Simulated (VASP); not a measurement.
**RbBr: relaxation of the atoms with r2SCAN**

RbBr:

```xyz
2
Lattice="0.0000 3.4404 3.4404 3.4404 0.0000 3.4404 3.4404 3.4404 0.0000" Properties=species:S:1:pos:R:3 pbc="T T T"
Rb    0.0000    0.0000    0.0000
Br    3.4404    3.4404    3.4404
```

The cell isn't the ideal one: a relaxed cell with its volume scaled by 0.98.

```yaml
Program: VASP 6.6.1
Task: relaxation of the atoms
Functional: r2SCAN
Potentials_or_basis: VASP PAW PBE potentials, release 64 (Rb_sv, Br)
Cutoff: 600 eV
k_mesh: 8 × 8 × 8
Occupations: gaussian, width 0.03 eV
Spin: no spin polarisation
Further_INCAR_settings: ALGO = Normal; EDIFF = 1e-07; IBRION = 2; EDIFFG = -0.01; NSW = 40
```

| Property | Result |
| --- | --- |
| Pressure after relaxing | 0.3 GPa |
| Band gap on the k mesh | 4.94 eV, direct |

Final structure:
```
CELL_PARAMETERS angstrom
0.00000 3.44039 3.44039
3.44039 0.00000 3.44039
3.44039 3.44039 0.00000
ATOMIC_POSITIONS crystal
Rb 0.00000 0.00000 0.00000
Br 0.50000 0.50000 0.50000
```

Levels at points of the mesh, in eV from the valence-band top:
| k point | band 4 | band 5 | band 6 | band 7 | band 8 | band 9 | band 10 | band 11 | band 12 |
| --- | --- | --- | --- | --- | --- | --- | --- | --- | --- |
| (0.00, 0.00, 0.00) | -8.71 | -8.71 | 0.00 | 0.00 | 0.00 | 4.94 | 7.88 | 7.88 | 7.88 |
| (0.50, 0.00, 0.00) | -8.71 | -8.66 | -0.95 | -0.34 | -0.34 | 7.26 | 8.24 | 10.19 | 10.19 |
| (0.50, 0.50, 0.00) | -8.78 | -8.78 | -0.48 | -0.16 | -0.16 | 6.07 | 7.91 | 9.66 | 10.03 |

Run time: 3.3 min on 1 thread of Intel(R) Xeon(R) Platinum 8259CL CPU @ 2.50GHz (Skylake/Cascade Lake) (shared host), peak memory 0.27 GiB.

Caveat: the relaxation stopped at its first step, so nothing moved; the PAW data sets were made with another functional, which shifts forces and pressure a little. A k mesh can miss the band edges.
